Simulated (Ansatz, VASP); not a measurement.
# Ba in VASP and in Ansatz

INCAR

```
PREC = Accurate
ENCUT = 520
EDIFF = 1E-6
ISMEAR = -1
SIGMA = 0.05
LREAL = F
LASPH = T
NELM = 100
ALGO = Normal
ISIF = 2
LWAVE = F
LCHARG = F
GGA = PE
NBANDS = 17
```

Contents of KPOINTS:

```
Automatic mesh
0
Gamma
  9 9 9
```

File POSCAR:

```
Ba
1.0
    0.0000000000      3.2380103151      3.2380103151
    3.2380103151      0.0000000000      3.2380103151
    3.2380103151      3.2380103151      0.0000000000
Ba
2
Direct
   -0.1250000000     -0.1250000000     -0.1250000000
    0.1250000000      0.1250000000      0.1250000000
```

Input for Ansatz:

```yaml
crystal:
  lattice:
    - [0.0, 3.2380103151, 3.2380103151]
    - [3.2380103151, 0.0, 3.2380103151]
    - [3.2380103151, 3.2380103151, 0.0]
  atoms:
    - { symbol: Ba, position: [-0.125, -0.125, -0.125] }
    - { symbol: Ba, position: [0.125, 0.125, 0.125] }
kpoints:
  mp_grid: { grid: [9, 9, 9] }
  band_path:
    path:
      - [0.0, 0.0, 0.0]
      - [0.5, 0.0, 0.5]
      - [0.625, 0.25, 0.625]
      - [0.375, 0.375, 0.75]
      - [0.0, 0.0, 0.0]
      - [0.5, 0.5, 0.5]
      - [0.5, 0.25, 0.75]
      - [0.5, 0.0, 0.5]
    npoints: 8
scf:
  occupations: { method: fermi_dirac, width: 0.05 }
hamiltonian:
  xc: pbe
  pseudopotentials: { kind: all_electron, lapw: { basis_error: 0.001 } }
output:
  forces: true
  stress: true
  eigenvalues: true
  populations: true
  dos: { projected: true, de: 0.2, e_range: [-14, 8] }
```

Change from the starting cell: volume scaled by 0.6, LAPW.

Alike in both runs: task single point; functional PBE; k mesh 9 × 9 × 9; occupations fermi-dirac, width 0.05 eV; no spin polarisation.

|  | VASP | Ansatz |
| --- | --- | --- |
| version | VASP 6.6.1 | Ansatz 0.2.0 |
| potentials or method | VASP PAW PBE potentials, release 64 (Ba_sv) | all-electron LAPW, scalar-relativistic |
| plane-wave cutoff (eV) | 520 | see its input |

VASP gave:

| Quantity | Value |
| --- | --- |
| pressure (GPa) | 27.0 |

**Question.** What did Ansatz give for the same quantities?

**Answer.** Pressure (GPa): 23.0.

Ansatz ran all-electron here, so the differences hold the error of VASP's frozen core and of both bases.

Caveats: so large a pressure means that the cell lies far from this level's equilibrium, or that cutoff or potentials fall short (VASP). Spin-orbit coupling is left out, which matters for the levels of Ba.
